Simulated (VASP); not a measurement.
Crystal: Ag.

```xyz
1
Lattice="0.0000 2.0427 2.0427 2.0427 0.0000 2.0427 2.0427 2.0427 0.0000" Properties=species:S:1:pos:R:3 pbc="T T T"
Ag    0.0000    0.0000    0.0000
```

```yaml
Program: VASP 6.6.1
Task: relaxation of cell and atoms
Functional: PBEsol
Dispersion: D3(BJ)
Potentials_or_basis: VASP PAW PBE potentials, release 64 (Ag)
Cutoff: 600 eV
k_mesh: 11 × 11 × 11
Occupations: fermi-dirac, width 0.05 eV
Spin: no spin polarisation
```

At the start: pressure -8.3 GPa; volume 17.05 Å³/atom.

Q: Where does the relaxation end?

A: Over 6 steps the energy falls by 33.6 meV/atom and the volume is 15.86 Å³/atom (-7.0 %); space group Fm-3m (No. 225, to 0.05 Å).

The path:
```
step  energy change (eV)  largest force (eV/Å)  pressure (GPa)  volume (Å³)
   1              0.0000                0.0000           -8.34        17.05
   2             -0.0070                0.0000           10.07        14.95
   3             -0.0336                0.0000           -0.36        15.87
   4             -0.0335                0.0000            0.25        15.84
   5             -0.0336                0.0000           -0.19        15.89
   6             -0.0336                0.0000            0.02        15.86
```

Final structure:
```
Ag
1.0
     0.00000    1.99423    1.99423
     1.99423    0.00000    1.99423
     1.99423    1.99423    0.00000
Ag
1
Direct
  0.00000 0.00000 0.00000
```

Caveat: the PAW data sets were made with another functional, which shifts forces and pressure a little; pairwise dispersion overbinds metals, which lowers pressure and volume.
